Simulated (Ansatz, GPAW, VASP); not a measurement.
## One calculation of BAs, 3 ways

```xyz
2
Lattice="0.0000 2.3885 2.3885 2.3885 0.0000 2.3885 2.3885 2.3885 0.0000" Properties=species:S:1:pos:R:3 pbc="T T T"
As    3.5827    3.5827    3.5827
B     0.0000    0.0000    0.0000
```

Alike in all runs: task single point; functional PBE; k mesh 10 × 10 × 10; occupations gaussian, width 0.02 eV; no spin polarisation; no spin-orbit coupling. Pressure is positive in compression and, in plane waves, holds the error of the finite cutoff.

```tsv
program and potentials	plane-wave cutoff (eV)	notes	band gap (eV)	pressure (GPa)
VASP, PBE PAW files As, B, 520 eV	520	-	1.18	3.43
GPAW, GPAW PAW data sets (gpaw-data 1.2.1)	800	-	1.18	3.28
Ansatz, all-electron LAPW, scalar-relativistic	-	-	1.19	2.73
```

The band gap spans 1.18 (VASP, PBE PAW files As, B, 520 eV) to 1.19 eV (Ansatz, all-electron LAPW, scalar-relativistic), with all-electron results at 1.19. The pressure spans 2.73 (Ansatz, all-electron LAPW, scalar-relativistic) to 3.43 GPa (VASP, PBE PAW files As, B, 520 eV), with all-electron results at 2.73. Spin-orbit coupling, left out here, moves the band edges of heavy atoms. The gap is indirect and read on the mesh alone.

Differences between rows come from potentials, basis sets and numerical settings, since the functional is the same but for its coding. Runs on potential files found faulty are left out.
